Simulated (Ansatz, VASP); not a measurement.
## One calculation of Ru, two programs

File INCAR:

```
  PREC = Accurate
  ENCUT = 600
  EDIFF = 1E-6
  ISMEAR = 0
  SIGMA = 0.1
  LREAL = False
  LASPH = True
  NELM = 100
  ALGO = Normal
  ISIF = 3
  LWAVE = False
  LCHARG = False
  GGA = PE
  IBRION = 2
  NSW = 90
  EDIFFG = -0.04
```

Contents of KPOINTS:

```
regular mesh
0
Gamma
  6 6 4
```

Contents of POSCAR:

```
Ru
1.0
    3.4816952868      0.0000000000      0.0000000000
   -1.7408476434      3.0152365666      0.0000000000
    0.0000000000      0.0000000000      3.9500998522
Ru
3
Direct
    0.2254000000      0.0000000000      0.3333333333
    0.0000000000      0.2254000000      0.6666666667
    0.7746000000      0.7746000000      0.0000000000
```

Input for Ansatz:

```yaml
crystal:
  lattice:
    - [3.4816952868, 0.0, 0.0]
    - [-1.7408476434, 3.0152365666, 0.0]
    - [0.0, 0.0, 3.9500998522]
  atoms:
    - { symbol: Ru, position: [0.2254, 0.0, 0.3333333333] }
    - { symbol: Ru, position: [0.0, 0.2254, 0.6666666667] }
    - { symbol: Ru, position: [0.7746, 0.7746, 0.0] }
basis:
  ecutwfc: 420
kpoints:
  mp_grid: { grid: [6, 6, 4] }
hamiltonian:
  xc: pbe
scf:
  occupations: { method: gaussian, width: 0.1 }
  lower_state_search: "off"
output:
  forces: true
  stress: true
  eigenvalues: true
relax:
  adjacent_minimum: "off"
  f_tol: 0.04
  max_steps: 70
  cell: { stress_tol: 0.4 }
```

Alike in both runs: task relaxation of cell and atoms; functional PBE; k mesh 6 × 6 × 4; occupations gaussian, width 0.1 eV; no spin polarisation.

```csv
,VASP,Ansatz
version,VASP 6.6.1,Ansatz 0.2.0
potentials or method,"VASP PAW PBE potentials, release 64 (Ru_pv)","scalar-relativistic, plane waves, PAW"
plane-wave cutoff (eV),600,420
valence electrons in the cell,42,48
```

Ansatz gave:

| Item | Value |
| --- | --- |
| gap on the k mesh at the Fermi level, each at its own relaxed structure (eV) | none |
| relaxed volume (Å³/atom) | 15.86 |
| relaxed cell length with the largest relative difference (Å) | 4.646 |
| energy change over the relaxation (meV/atom) | -2777 |

Q: Which values does VASP return?

A: gap on the k mesh at the Fermi level, each at its own relaxed structure (eV): none; relaxed volume (Å³/atom): 15.81; relaxed cell length with the largest relative difference (Å): 4.635; energy change over the relaxation (meV/atom): -2954.

A gap of «none» marks a metal or a gap that the smearing closes. The two sets of potentials don't hold the same shells in valence.

Caveats: the k mesh is coarse (spacing up to 0.40 Å⁻¹), so the values aren't converged.
